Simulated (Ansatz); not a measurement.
Barrier of one jump, H in BeS

All numbers below come from DFT PBEsol, scalar-relativistic, plane waves, PAW in Ansatz. (420 eV cutoff, 2×2×2 k-mesh, shifted by half a step, Gaussian smearing of 0.02 eV, no spin polarisation)

In a supercell of 32 host sites with charge +1, interstitial H hops to an equivalent place, moving 1.37 Å between the relaxed ends. Climbing-image nudged elastic band at fixed cell with images 0 (start) to 6 (end), the path measured over all atoms, converged to 0.05 eV/Å; the order of the saddle wasn't checked, and the small cell leaves errors of about a tenth of an eV. Zero-point motion and tunnelling, which matter for H, are left out.

Command:

```bash
ansatz run input.yaml --threads 4 --pin off --max-ram 8192MiB --backend cpu --events-out ev --progress --plain --runs-dir out
```

Input:

```yaml
crystal:
  lattice:
    - [-4.8377076239, -4.8377076239, 4.8377076239]
    - [4.8377076239, -4.8377076239, -4.8377076239]
    - [4.8377076239, 4.8377076239, 4.8377076239]
  atoms:
    - { symbol: Be, position: [0.0013990983, 0.7520870733, 0.2534007394] }
    - { symbol: Be, position: [0.7477791572, 0.7455303192, 0.4967098224] }
    - { symbol: Be, position: [0.249162532, 0.5015981068, 0.2476798984] }
    - { symbol: Be, position: [-8.74734e-05, 0.4994780481, 0.4994615896] }
    - { symbol: Be, position: [0.7477970695, 0.4967241575, 0.7455179133] }
    - { symbol: Be, position: [0.4906754355, 0.738970317, 0.738980016] }
    - { symbol: Be, position: [0.2524723659, 0.7461592271, 0.0001157395] }
    - { symbol: Be, position: [0.7448862913, 1.0010447897, 0.2631809561] }
    - { symbol: Be, position: [0.5056122853, 0.2532230725, 0.253225493] }
    - { symbol: Be, position: [0.2491204252, 0.2476667562, 0.5015448187] }
    - { symbol: Be, position: [0.0014044546, 0.2534324532, 0.7520579794] }
    - { symbol: Be, position: [0.7450230713, 0.2631586305, 0.0010528662] }
    - { symbol: Be, position: [0.4995117701, 0.5026395012, -0.0002610842] }
    - { symbol: Be, position: [0.4994951319, -0.0002559144, 0.5026729399] }
    - { symbol: Be, position: [0.2524828785, 0.0001156409, 0.7461479335] }
    - { symbol: Be, position: [0.0801048002, -0.0041862105, -0.0042647933] }
    - { symbol: S, position: [0.2496018906, 0.750021134, 0.7500221849] }
    - { symbol: S, position: [0.0004655533, 0.7438356535, -0.0011113351] }
    - { symbol: S, position: [0.5002001458, 0.4988841602, 0.7490255859] }
    - { symbol: S, position: [0.2506425051, 0.4994102997, -0.0001899276] }
    - { symbol: S, position: [0.0001143122, 0.5008158976, 0.2504510698] }
    - { symbol: S, position: [0.7499038177, 0.7506502207, 0.2494906196] }
    - { symbol: S, position: [0.5002143574, 0.7490481445, 0.4989127477] }
    - { symbol: S, position: [0.0004704163, -0.001079689, 0.743776003] }
    - { symbol: S, position: [0.7499257866, 0.2495158346, 0.7506436494] }
    - { symbol: S, position: [0.495410675, 0.2529266386, -2.21849e-05] }
    - { symbol: S, position: [0.2530065659, 0.2523621922, 0.2523358099] }
    - { symbol: S, position: [7.42134e-05, 0.2504477597, 0.5007637615] }
    - { symbol: S, position: [0.7517545697, 0.5001824859, 0.5001656274] }
    - { symbol: S, position: [0.7156859376, 0.0039147191, 0.0039643026] }
    - { symbol: S, position: [0.4953304817, -2.1134e-05, 0.2529661523] }
    - { symbol: S, position: [0.2506271038, -0.000174914, 0.4994047914] }
    - { symbol: H, position: [-0.1004427587, 0.0415266187, 0.0421723288] }
total_charge: 1
basis:
  ecutwfc: 420
  xc_grid: 2
kpoints:
  mp_grid: { grid: [2, 2, 2], shift: [0.5, 0.5, 0.5] }
hamiltonian:
  xc: pbesol
scf:
  occupations: { method: gaussian, width: 0.02 }
output:
  forces: true
neb:
  images: 5
  f_tol: 0.05
  max_iterations: 70
  order_check: false
  final_atoms:
    - { symbol: Be, position: [-0.0014044546, 0.7506535248, 0.2520279985] }
    - { symbol: Be, position: [0.7475276341, 0.7476433736, 0.4936868611] }
    - { symbol: Be, position: [0.2551137087, 0.5182946647, 0.2561584984] }
    - { symbol: Be, position: [8.74734e-05, 0.4995490631, 0.4995655215] }
    - { symbol: Be, position: [0.7475171215, 0.493665055, 0.7476327623] }
    - { symbol: Be, position: [0.4943877147, 0.7476132077, 0.7476107872] }
    - { symbol: Be, position: [0.2522208428, 0.7489306651, -0.002248838] }
    - { symbol: Be, position: [0.750837468, 0.9985173664, 0.2524355748] }
    - { symbol: Be, position: [0.5093245645, 0.2483045805, 0.2482948815] }
    - { symbol: Be, position: [0.2549769287, 0.2560297948, 0.5181355592] }
    - { symbol: Be, position: [-0.0013990983, 0.2520016411, 0.750687975] }
    - { symbol: Be, position: [0.7508795748, 0.2524243934, -0.001453669] }
    - { symbol: Be, position: [0.5004882299, 0.5002271457, 0.003127731] }
    - { symbol: Be, position: [0.5005048681, 0.003177808, 0.5002489537] }
    - { symbol: Be, position: [0.2522029305, -0.0022791561, 0.7489270881] }
    - { symbol: Be, position: [-0.0801048002, -0.0843695935, -0.0842910107] }
    - { symbol: S, position: [0.2482454303, 0.7484110577, 0.7484279162] }
    - { symbol: S, position: [-0.0004704163, 0.7433055867, -0.0015501053] }
    - { symbol: S, position: [0.504589325, 0.5045671401, 0.7575159636] }
    - { symbol: S, position: [0.2500961823, 0.4995868019, 0.000746403] }
    - { symbol: S, position: [-7.42134e-05, 0.5006895482, 0.2503735463] }
    - { symbol: S, position: [0.7493574949, 0.7491675673, 0.2487677946] }
    - { symbol: S, position: [0.5046695183, 0.7576356706, 0.5046483843] }
    - { symbol: S, position: [-0.0004655533, -0.0015768884, 0.7433701002] }
    - { symbol: S, position: [0.7493728962, 0.2487776875, 0.7491979822] }
    - { symbol: S, position: [0.4997998542, 0.24882544, -0.0013159856] }
    - { symbol: S, position: [0.2843140624, 0.288278365, 0.2882287815] }
    - { symbol: S, position: [-0.0001143122, 0.2503367575, 0.5007015854] }
    - { symbol: S, position: [0.7503981094, 0.5004202944, 0.5004192434] }
    - { symbol: S, position: [0.7469934341, -0.000670756, -0.0006443737] }
    - { symbol: S, position: [0.4997856426, -0.0013016098, 0.2488337871] }
    - { symbol: S, position: [0.2500742134, 0.0007178628, 0.4995900479] }
    - { symbol: H, position: [0.1004427587, 0.1426150875, 0.1419693775] }
```

Course of the band:

```csv
iteration,largest band force (eV/Å),climbing image,energies over image 0 (eV)
1,3.347,none,0.000 0.332 0.915 1.201 0.915 0.332 0.000
2,1.508,none,0.000 0.094 0.299 0.434 0.299 0.094 0.000
3,0.782,none,0.000 0.037 0.167 0.252 0.167 0.037 0.000
4,0.252,3,0.000 0.022 0.115 0.223 0.115 0.022 0.000
5,0.070,3,0.000 0.021 0.107 0.215 0.107 0.021 0.000
6,0.012,3,0.000 0.021 0.106 0.215 0.106 0.021 0.000
```

Final band:

| image | path (Å) | E − E(0) (eV) | H x (Å) | H y (Å) | H z (Å) | force on H (eV/Å) |
| --- | --- | --- | --- | --- | --- | --- |
| 0 | 0.00 | 0.000 | 0.891 | 0.489 | -0.483 | 0.00 |
| 1 | 0.39 | 0.021 | 1.160 | 0.353 | -0.352 | 0.09 |
| 2 | 0.77 | 0.106 | 1.330 | 0.206 | -0.206 | 0.22 |
| 3 | 1.16 | 0.215 | 1.364 | 0.000 | 0.000 | 0.01 |
| 4 | 1.55 | 0.106 | 1.330 | -0.206 | 0.206 | 0.22 |
| 5 | 1.93 | 0.021 | 1.160 | -0.353 | 0.352 | 0.09 |
| 6 | 2.32 | 0.000 | 0.891 | -0.489 | 0.483 | 0.00 |

Barrier 0.21 eV. The run took 7.8 min on 4 threads of Arm Neoverse N1 (shared host), peak memory 2.1 GiB.